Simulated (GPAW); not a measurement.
Write an ASE script for GPAW 26.7.0 that does the following.

- Task: relaxation of cell and atoms
- Functional: PBEsol
- Dispersion: D3(BJ)
- Potentials or basis: PAW data sets generated in the run's folder for this functional
- Cutoff: 600 eV
- Basis: pw
- k mesh: 12 × 12 × 12
- Occupations: fermi-dirac, width 0.05 eV
- Spin: no spin polarisation
- Maxiter: 150
- Optimizer: BFGS
- Fmax: 0.02 eV/Å
- Max steps: 60
- Convergence: density=1e-05 forces=0.0001

Rh:

```
Rh
1.0
     0.00000    1.89785    1.89785
     1.89785    0.00000    1.89785
     1.89785    1.89785    0.00000
Rh
1
Direct
  0.00000 0.00000 0.00000
```

One way to write it, as run:

run.py

```python
from ase import Atoms
from ase.calculators.mixing import SumCalculator
from ase.filters import FrechetCellFilter
from ase.io import write
from ase.optimize import BFGS
from dftd3.ase import DFTD3
from gpaw import GPAW, PW, setup_paths

setup_paths.insert(0, '.')

atoms = Atoms(['Rh'],
              cell=[[0.0, 1.89785, 1.89785],
                    [1.89785, 0.0, 1.89785],
                    [1.89785, 1.89785, 0.0]],
              scaled_positions=[[0.0, 0.0, 0.0]],
              pbc=True)

calc = GPAW(mode=PW(600),
            xc='PBEsol',
            kpts={'size': (12, 12, 12), 'gamma': True},
            occupations={'name': 'fermi-dirac', 'width': 0.05},
            nbands=16,
            convergence={'density': 1e-05, 'forces': 0.0001},
            maxiter=150,
            txt='gpaw.txt')
atoms.calc = SumCalculator([calc, DFTD3(method='pbesol', damping='d3bj')])
opt = BFGS(FrechetCellFilter(atoms), trajectory='relax.traj', logfile='-')
done = opt.run(fmax=0.02, steps=60)
calc.write('gs.gpw')
write('result.traj', atoms)
print('Converged:', done)
print('Cell:', atoms.cell.cellpar().round(4))
print('Volume:', round(atoms.get_volume(), 4))
print(atoms.get_scaled_positions().round(5))
```

Potentials or basis: PAW data sets generated in the run's folder for this functional, pw.

Launch:

```sh
$ gpaw-setup -f PBEsol Rh
$ OMP_NUM_THREADS=1 python run.py
```

It gave:

- Relaxed volume: 13.27 Å³/atom
- Relaxed cell: a = 2.658 Å, b = 2.658 Å, c = 2.658 Å, α = 60.00°, β = 60.00°, γ = 60.00°
- Space group after relaxing (to 0.05 Å): Fm-3m (No. 225)
- Energy gained by relaxing: 11.3 meV/atom
- Ionic steps: 3
- Pressure after relaxing: 0.0 GPa
- Band gap on the k mesh: none (metal or under the smearing width)
- Dispersion energy per atom: -0.630 eV

Caveat: later steps reuse the first step's grids; pairwise dispersion overbinds metals, which lowers pressure and volume.

Run time: 35 s on 1 thread of Intel(R) Xeon(R) Platinum 8488C (Sapphire Rapids), on a shared host, peak memory 0.17 GiB.
